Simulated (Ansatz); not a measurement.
# SrO: equation of state

How stiff is SrO, and at what volume does the pressure vanish? The cell is scaled evenly, atoms carried along, and solved with LAPW, PAW and all-electron datasets made for the crystal.

Program: Ansatz 0.2.0. Level of theory: DFT PBE, scalar-relativistic. These are calculated values, not measurements.

2 further runs of the same task are left out: 1 that didn't finish, 1 set aside as unsound or not needed.

## 1. The structure to begin with

It takes space group Fm-3m (No. 225, cubic). The conventional cell has a = 5.140 Å, b = 5.140 Å, c = 5.140 Å, α = 90.00°, β = 90.00°, γ = 90.00°. Sr (site symmetry m-3m) has 6 O at 2.57 Å as nearest neighbours. Around O (site symmetry m-3m) lie 6 Sr at 2.57 Å.

Coordinates:

```
Sr O
1.0
     0.00000    2.56980    2.56980
     2.56980    0.00000    2.56980
     2.56980    2.56980    0.00000
Sr O
1 1
Direct
  0.00000 0.00000 0.00000
  0.50000 0.50000 0.50000
```

The cell is a deposited one (Crystallography Open Database entry 1100027); the temperature and pressure of the measurement aren't taken into account, and nothing was relaxed.

Atoms are numbered in the order of the input: Sr1, O2.

## 2. Volume × 0.95, LAPW

The input, input.yaml:

```yaml
crystal:
  lattice:
    - [0.0, 2.5262356518, 2.5262356518]
    - [2.5262356518, 0.0, 2.5262356518]
    - [2.5262356518, 2.5262356518, 0.0]
  atoms:
    - { symbol: Sr, position: [0.0, 0.0, 0.0] }
    - { symbol: O, position: [0.5, 0.5, 0.5] }
kpoints:
  mp_grid: { grid: [8, 8, 8] }
scf:
  occupations: { method: fermi_dirac, width: 0.02 }
hamiltonian:
  xc: pbe
  pseudopotentials: { kind: all_electron, lapw: { basis_error: 0.00025 } }
output:
  forces: true
  stress: true
  eigenvalues: true
```

Command:

```
> ansatz run input.yaml --threads 1 --pin off --max-ram 2048MiB --backend cpu --events-out ev --progress --plain --runs-dir out
```

## 3. Volume × 0.95, PAW

input.yaml: that of step 2 with these lines changed.

```diff
@@ -14,3 +14,3 @@
   xc: pbe
-  pseudopotentials: { kind: all_electron, lapw: { basis_error: 0.00025 } }
+  pseudopotentials: { kind: paw }
 output:
@@ -19 +19,2 @@
   eigenvalues: true
+  efg: { contact_densities: true }
```

## 4. Volume × 0.95, crystal datasets

input.yaml: that of step 3 with these lines changed.

```diff
@@ -14,3 +14,3 @@
   xc: pbe
-  pseudopotentials: { kind: paw }
+  pseudopotentials: { kind: all_electron, datasets: crystal }
 output:
```

## 5. Volume × 0.975, LAPW

The input, input.yaml:

```yaml
crystal:
  lattice:
    - [0.0, 2.548204021, 2.548204021]
    - [2.548204021, 0.0, 2.548204021]
    - [2.548204021, 2.548204021, 0.0]
  atoms:
    - { symbol: Sr, position: [0.0, 0.0, 0.0] }
    - { symbol: O, position: [0.5, 0.5, 0.5] }
kpoints:
  mp_grid: { grid: [8, 8, 8] }
scf:
  occupations: { method: fermi_dirac, width: 0.02 }
hamiltonian:
  xc: pbe
  pseudopotentials: { kind: all_electron, lapw: { basis_error: 0.00025 } }
output:
  forces: true
  stress: true
  eigenvalues: true
```

## 6. Volume × 0.975, PAW

input.yaml: that of step 5 with these lines changed.

```diff
@@ -14,3 +14,3 @@
   xc: pbe
-  pseudopotentials: { kind: all_electron, lapw: { basis_error: 0.00025 } }
+  pseudopotentials: { kind: paw }
 output:
@@ -19 +19,2 @@
   eigenvalues: true
+  efg: { contact_densities: true }
```

## 7. Volume × 1.025, LAPW

The input, input.yaml:

```yaml
crystal:
  lattice:
    - [0.0, 2.5910389797, 2.5910389797]
    - [2.5910389797, 0.0, 2.5910389797]
    - [2.5910389797, 2.5910389797, 0.0]
  atoms:
    - { symbol: Sr, position: [0.0, 0.0, 0.0] }
    - { symbol: O, position: [0.5, 0.5, 0.5] }
kpoints:
  mp_grid: { grid: [8, 8, 8] }
scf:
  occupations: { method: fermi_dirac, width: 0.02 }
hamiltonian:
  xc: pbe
  pseudopotentials: { kind: all_electron, lapw: { basis_error: 0.00025 } }
output:
  forces: true
  stress: true
  eigenvalues: true
```

## 8. Volume × 1.025, PAW

input.yaml: that of step 7 with these lines changed.

```diff
@@ -14,3 +14,3 @@
   xc: pbe
-  pseudopotentials: { kind: all_electron, lapw: { basis_error: 0.00025 } }
+  pseudopotentials: { kind: paw }
 output:
@@ -19 +19,2 @@
   eigenvalues: true
+  efg: { contact_densities: true }
```

## 9. Volume × 1.05, LAPW

The input, input.yaml:

```yaml
crystal:
  lattice:
    - [0.0, 2.6119353577, 2.6119353577]
    - [2.6119353577, 0.0, 2.6119353577]
    - [2.6119353577, 2.6119353577, 0.0]
  atoms:
    - { symbol: Sr, position: [0.0, 0.0, 0.0] }
    - { symbol: O, position: [0.5, 0.5, 0.5] }
kpoints:
  mp_grid: { grid: [8, 8, 8] }
scf:
  occupations: { method: fermi_dirac, width: 0.02 }
hamiltonian:
  xc: pbe
  pseudopotentials: { kind: all_electron, lapw: { basis_error: 0.00025 } }
output:
  forces: true
  stress: true
  eigenvalues: true
```

## 10. Volume × 1.05, PAW

input.yaml: that of step 9 with these lines changed.

```diff
@@ -14,3 +14,3 @@
   xc: pbe
-  pseudopotentials: { kind: all_electron, lapw: { basis_error: 0.00025 } }
+  pseudopotentials: { kind: paw }
 output:
@@ -19 +19,2 @@
   eigenvalues: true
+  efg: { contact_densities: true }
```

## 11. Volume × 1.05, crystal datasets

input.yaml: that of step 10 with these lines changed.

```diff
@@ -14,3 +14,3 @@
   xc: pbe
-  pseudopotentials: { kind: paw }
+  pseudopotentials: { kind: all_electron, datasets: crystal }
 output:
```

(Steps that only read results are left out.)

**Question.** What will these runs give? Wanted: equilibrium volume; bulk modulus (for each run or level that gives them).

The runs gave:

```
                      quantity           value
     equilibrium volume (LAPW)  17.525 Å³/atom
           bulk modulus (LAPW)          85 GPa
its pressure derivative (LAPW)             4.5
      equilibrium volume (PAW)  17.525 Å³/atom
            bulk modulus (PAW)          85 GPa
 its pressure derivative (PAW)             4.5
```

In words: A third-order Birch-Murnaghan fit to the LAPW pressures puts zero pressure at 17.53 Å³/atom, +3.3 % from the given cell, with a bulk modulus of 85 GPa. PAW's volume lies less than 0.01 % and its modulus less than 0.1 % from LAPW's. The gap goes from 3.28 eV at the smallest volume to 3.33 eV at the largest. No thermal or zero-point expansion is included.

The gaps are Kohn-Sham values of a semilocal functional, not quasiparticle or optical gaps. Such gaps usually fall short of the measured ones.
